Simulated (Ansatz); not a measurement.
**GaN (F-43m), frozen normal mode**

Method: DFT r2SCAN, scalar-relativistic, plane waves, PAW (Ansatz 0.2.0). The runs took a 500 eV cutoff, a Γ-centred 10×10×10 mesh and Gaussian smearing (0.05 eV). No spin polarisation. Energies are free energies at this smearing, counted from the undisturbed cell; pressure is positive in compression.

Zero of the scan (relaxed at this level; this zinc-blende form isn't the usual structure):

```xyz
2
Lattice="0.0000 2.2489 2.2489 2.2489 0.0000 2.2489 2.2489 2.2489 0.0000" Properties=species:S:1:pos:R:3 pbc="T T T"
Ga    0.0000    0.0000    0.0000
N     3.3734    3.3734    3.3734
```

A zone-centre mode of this cell is frozen in: each atom moves by x times its row below, so x is the largest displacement.
```
atom ux uy uz
 Ga1  0.000  -0.201  0.000
  N2  0.000   1.000  0.000
```

```csv
x (Å),ΔE (meV/cell)
-0.1200,131.1
-0.0600,33.1
0.0000,0.0
0.0150,2.1
0.0300,8.3
0.0450,18.6
0.0750,51.6
0.0900,74.2
0.1050,100.7
```

Question: Predict the force along the mode (eV/Å) at each point.

Answer:
| x (Å) | force along the mode (eV/Å) |
| --- | --- |
| -0.1200 | 2.15 |
| -0.0600 | 1.10 |
| 0.0000 | 0.00 |
| 0.0150 | -0.28 |
| 0.0300 | -0.55 |
| 0.0450 | -0.83 |
| 0.0750 | -1.37 |
| 0.0900 | -1.64 |
| 0.1050 | -1.90 |